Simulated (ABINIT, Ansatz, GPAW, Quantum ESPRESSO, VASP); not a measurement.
# Cu: 6 runs at one level of theory

```xyz
1
Lattice="0.0000 1.8075 1.8075 1.8075 0.0000 1.8075 1.8075 1.8075 0.0000" Properties=species:S:1:pos:R:3 pbc="T T T"
Cu    0.0000    0.0000    0.0000
```

Alike in all runs: task single point; functional PBE; k mesh 13 × 13 × 13; occupations fermi-dirac, width 0.05 eV; no spin polarisation; no spin-orbit coupling. Pressure is positive in compression and, in plane waves, holds the error of the finite cutoff, which Ansatz's Pulay term estimates and takes out.

```csv
program and potentials,plane-wave cutoff (eV),notes,pressure (GPa)
"GPAW, GPAW PAW data sets (gpaw-data 1.2.1)",600,11 valence electrons an atom on average; this data set often lies off other programs,3.06
"VASP, PBE PAW files Cu, 520 eV",520,11 valence electrons an atom on average,2.19
"Ansatz, Ansatz PAW (earlier soft set)",420,19 valence electrons an atom on average,?
"Ansatz, all-electron LAPW, scalar-relativistic",-,-,1.64
"Quantum ESPRESSO, SSSP 1.3 efficiency PBE",748,11 valence electrons an atom on average,1.22
"ABINIT, JTH PAW PBE v2.0",707,19 valence electrons an atom on average,1.59
```

Q: Estimate from the other rows what the run with Ansatz, Ansatz PAW (earlier soft set) gave.

A: Pressure 1.56 GPa. Its pressure holds a Pulay term of +0.12 GPa. The other rows, which needn't bracket it: pressure 1.22 to 3.06.
